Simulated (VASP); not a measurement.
Set up this calculation in VASP 6.6.1, as the native input.

```yaml
Task: band structure
Functional: PBE0
Potentials_or_basis: VASP PAW PBE potentials, release 64 (Li_sv, F)
Cutoff: 520 eV
k_mesh: 8 × 8 × 8
Occupations: gaussian, width 0.02 eV
Spin: no spin polarisation
Grid_for_exact_exchange_PRECFOCK: Fast
Exchange_at_q_=_0: truncated
Further_INCAR_settings: ALGO = Normal; EDIFF = 1e-07; NBANDS = 12
```

The system is LiF.

```xyz
2
Lattice="0.0000 2.0270 2.0270 2.0270 0.0000 2.0270 2.0270 2.0270 0.0000" Properties=species:S:1:pos:R:3 pbc="T T T"
Li    0.0000    0.0000    0.0000
F     2.0270    2.0270    2.0270
```

The cell was built by a generator and needn't be a form met in nature.

The input as run:

POSCAR

```
LiF                                     
1.0
    0.0000000000      2.0270409113      2.0270409113
    2.0270409113      0.0000000000      2.0270409113
    2.0270409113      2.0270409113     -0.0000000000
  Li              F             
     1     1
Direct
     0.0000000000000000    0.0000000000000000    0.0000000000000000
     0.5000000000000000    0.5000000000000000    0.5000000000000000
```

INCAR.step1

```
SYSTEM = LiF
PREC = Accurate ; ENCUT = 520
EDIFF = 1E-5 ; ISMEAR = 0
SIGMA = 0.02 ; LREAL = .False.
LASPH = .True. ; NELM = 60
ALGO = Normal ; ISIF = 2
LWAVE = .True. ; LCHARG = .False.
NBANDS = 12 ; GGA = PE
KPAR = 4
```

INCAR.step2

```
SYSTEM = LiF
PREC = Accurate ; ENCUT = 520
EDIFF = 1E-7 ; ISMEAR = 0
SIGMA = 0.02 ; LREAL = .False.
LASPH = .True. ; NELM = 60
ALGO = Normal ; ISIF = 2
LWAVE = .False. ; LCHARG = .False.
GGA = PE ; LHFCALC = .True.
AEXX = 0.25 ; PRECFOCK = Fast
NBANDS = 12 ; ISTART = 1
HFRCUT = -1 ; KPAR = 4
```

KPOINTS

```
regular mesh
0
Gamma
  8 8 8
  0 0 0
```

KPOINTS_OPT

```
path GXWKGLUWLK,UX
8
line-mode
reciprocal
 0.0000000000  0.0000000000  0.0000000000  G
 0.5000000000  0.0000000000  0.5000000000  X

 0.5000000000  0.0000000000  0.5000000000  X
 0.5000000000  0.2500000000  0.7500000000  W

 0.5000000000  0.2500000000  0.7500000000  W
 0.3750000000  0.3750000000  0.7500000000  K

 0.3750000000  0.3750000000  0.7500000000  K
 0.0000000000  0.0000000000  0.0000000000  G

 0.0000000000  0.0000000000  0.0000000000  G
 0.5000000000  0.5000000000  0.5000000000  L

 0.5000000000  0.5000000000  0.5000000000  L
 0.6250000000  0.2500000000  0.6250000000  U

 0.6250000000  0.2500000000  0.6250000000  U
 0.5000000000  0.2500000000  0.7500000000  W

 0.5000000000  0.2500000000  0.7500000000  W
 0.5000000000  0.5000000000  0.5000000000  L

 0.5000000000  0.5000000000  0.5000000000  L
 0.3750000000  0.3750000000  0.7500000000  K

 0.6250000000  0.2500000000  0.6250000000  U
 0.5000000000  0.0000000000  0.5000000000  X
```

Potentials or basis: VASP PAW PBE potentials, release 64 (Li_sv, F).

Command:

```console
$ cat potpaw_PBE.64/Li_sv/POTCAR potpaw_PBE.64/F/POTCAR > POTCAR
$ cp INCAR.step1 INCAR
$ mpirun -np 4 vasp_std > vasp.out
$ cp INCAR.step2 INCAR
$ mpirun -np 4 vasp_std > vasp.out
```

Results of the run:

```yaml
Band_gap_on_the_k_mesh: 11.96 eV, direct
Band_gap_along_the_path: 11.96 eV, direct
```

Wall time 3.6 min on 4 MPI ranks on Intel(R) Xeon(R) 6975P-C (Granite Rapids), on a shared host, peak memory 0.18 GiB a rank.
